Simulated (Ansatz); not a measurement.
Wurtzite InN was calculated with LDA (Ansatz, a program for electronic structure, PAW).

Numerical settings: plane-wave cutoff 520 eV, 24×24×12 k mesh (along the axes of the cell as run), Fermi–Dirac smearing 0.05 eV, scalar-relativistic PAW data made under PBE.

Cell (relaxed at this level):

```
CELL_PARAMETERS angstrom
      3.50330     0.00000     0.00000
     -1.75165     3.03395     0.00000
      0.00000     0.00000     5.66339
ATOMIC_POSITIONS crystal
  In 0.33333 0.66667 0.00019
  In 0.66667 0.33333 0.50019
  N  0.33333 0.66667 0.37881
  N  0.66667 0.33333 0.87881
```

Task: Estimate the elastic constant C11, Voigt–Reuss–Hill bulk modulus, elastic constant C13, elastic constant C12, elastic constant C44, elastic constant C33 and elastic constant C66 that the calculation returns.

Result: 
elastic constant C11: 230 GPa
Voigt–Reuss–Hill bulk modulus: 147 GPa
elastic constant C13: 97.0 GPa
elastic constant C12: 116 GPa
elastic constant C44: 50.3 GPa
elastic constant C33: 239 GPa
elastic constant C66: 56.7 GPa

Note: the solid has no gap at this level, which affects its response.

Elastic constants are with the ions relaxed.

Spin–orbit coupling is not included.

Static lattice: no zero-point or thermal effects.
